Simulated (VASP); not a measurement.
The system is AlN.

```
Al N
1.0
     2.92518    0.00000    0.00000
    -1.46259    2.53328    0.00000
     0.00000    0.00000    9.55364
Al N
4 4
Direct
  0.00000 0.00000 0.00000
  0.33333 0.66667 0.25000
  0.00000 0.00000 0.50000
  0.66667 0.33333 0.75000
  0.00000 0.00000 0.18750
  0.33333 0.66667 0.43750
  0.00000 0.00000 0.68750
  0.66667 0.33333 0.93750
```

The cell was built by a generator and needn't be a form met in nature.

```yaml
Program: VASP 6.6.1
Task: relaxation of cell and atoms
Functional: PBE
Potentials_or_basis: VASP PAW PBE potentials, release 64 (Al, N)
Cutoff: 600 eV
k_mesh: 12 × 12 × 4
Occupations: fermi-dirac, width 0.02 eV
Spin: no spin polarisation
```

At the start: pressure 51.5 GPa; volume 8.85 Å³/atom.

Question: Where does the relaxation end?

Answer: Over 12 steps the energy falls by 249.1 meV/atom and the volume is 10.64 Å³/atom (+20.3 %); space group P6_3mc (No. 186, to 0.05 Å).

The path:
| step | energy change (eV) | largest force (eV/Å) | pressure (GPa) | volume (Å³) |
| --- | --- | --- | --- | --- |
| 1 | 0.0000 | 0.3514 | 51.51 | 70.80 |
| 2 | -0.1510 | 0.1318 | -26.41 | 104.13 |
| 3 | -1.9895 | 0.0566 | -1.12 | 85.69 |
| 4 | -1.9912 | 0.0549 | -0.27 | 85.29 |
| 5 | -1.9910 | 0.0536 | 0.44 | 84.98 |
| 6 | -1.9923 | 0.0434 | 0.44 | 84.98 |
| 7 | -1.9925 | 0.0499 | 0.44 | 84.97 |
| 8 | -1.9927 | 0.0169 | -0.37 | 85.32 |
| 9 | -1.9929 | 0.0103 | -0.06 | 85.18 |
| 10 | -1.9929 | 0.0117 | -0.02 | 85.17 |
| 11 | -1.9929 | 0.0110 | -0.01 | 85.17 |
| 12 | -1.9929 | 0.0017 | 0.01 | 85.16 |

Final structure:
```
Al N
1.0
     3.11904    0.00000    0.00000
    -1.55952    2.70117    0.00000
     0.00000    0.00000   10.10791
Al N
4 4
Direct
  0.00000 0.00000 0.99876
  0.33333 0.66667 0.24984
  0.00000 0.00000 0.49876
  0.66667 0.33333 0.74984
  0.00000 0.00000 0.18820
  0.33333 0.66667 0.43820
  0.00000 0.00000 0.68820
  0.66667 0.33333 0.93820
```

Caveat: the volume moved by over 15 % at a fixed basis, so the end points are rough.
